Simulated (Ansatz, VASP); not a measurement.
# One calculation of PbSe, two programs

POSCAR

```
PbSe
1.0
    0.0000000000      3.2122503067      3.2122503067
    3.2122503067      0.0000000000      3.2122503067
    3.2122503067      3.2122503067      0.0000000000
Pb Se
1 1
Direct
    0.0000000000      0.0000000000      0.0000000000
    0.5000000000      0.5000000000      0.5000000000
```

Contents of INCAR.step1:

```
SYSTEM = PbSe
PREC = Accurate
ENCUT = 520
ISMEAR = 0
SIGMA = 0.01
LREAL = .False.
LASPH = .True.
NELM = 60
NBANDS = 17
GGA = PE
ALGO = Normal
EDIFF = 1E-4
LWAVE = .True.
LCHARG = .False.
```

INCAR.step2

```
SYSTEM = PbSe
PREC = Accurate
ENCUT = 520
EDIFF = 1E-7
ISMEAR = 0
SIGMA = 0.01
LREAL = .False.
LASPH = .True.
NELM = 60
ALGO = Normal
ISIF = 2
LWAVE = .False.
LCHARG = .False.
METAGGA = R2SCAN
LMIXTAU = .True.
NBANDS = 17
ISTART = 1
```

KPOINTS

```
regular mesh
0
Gamma
  8 8 8
  0 0 0
```

Input for Ansatz:

```yaml
crystal:
  lattice:
    - [0.0, 3.2122503067, 3.2122503067]
    - [3.2122503067, 0.0, 3.2122503067]
    - [3.2122503067, 3.2122503067, 0.0]
  atoms:
    - { symbol: Pb, position: [0.0, 0.0, 0.0] }
    - { symbol: Se, position: [0.5, 0.5, 0.5] }
kpoints:
  mp_grid: { grid: [8, 8, 8] }
  band_path:
    path:
      - [0.0, 0.0, 0.0]
      - [0.5, 0.0, 0.5]
      - [0.625, 0.25, 0.625]
      - [0.375, 0.375, 0.75]
      - [0.5, 0.5, 0.5]
      - [0.5, 0.25, 0.75]
      - [0.0, 0.0, 0.5]
    npoints: 1
hamiltonian:
  xc: r2scan
scf:
  occupations: { method: fixed }
  n_extra_bands: 4
output:
  forces: true
  stress: true
  eigenvalues: true
  write_density: true
  write_potential: true
  elf: true
  volumetric_format: npy
```

Change from the starting cell: hydrostatic strain +4.0%.

Alike in both runs: task single point; functional r2SCAN; k mesh 8 × 8 × 8; no spin polarisation.

|  | VASP | Ansatz |
| --- | --- | --- |
| version | VASP 6.6.1 | Ansatz 0.2.0 |
| potentials or method | VASP PAW PBE potentials, release 64 (Pb_d, Se) | plane waves, PAW |
| plane-wave cutoff (eV) | 520 | 500 |
| occupations | gaussian, width 0.01 eV | fixed |
| valence electrons in the cell | 20 | 30 |

Ansatz gave:

| Property | Result |
| --- | --- |
| gap on the k mesh at the Fermi level (eV) | 0.97 |
| pressure (GPa) | -4.7 |

**Question.** Estimate VASP's values.

**Answer.** gap on the k mesh at the Fermi level (eV): 0.98; pressure (GPa): -4.7.

The two sets of potentials don't hold the same shells in valence.

Caveats: the PAW data sets were made with another functional, which shifts forces and pressure a little (VASP); spin-orbit coupling is left out, which as a rule narrows the gap of such compounds by several tenths of an eV. A k mesh can miss the band edges.
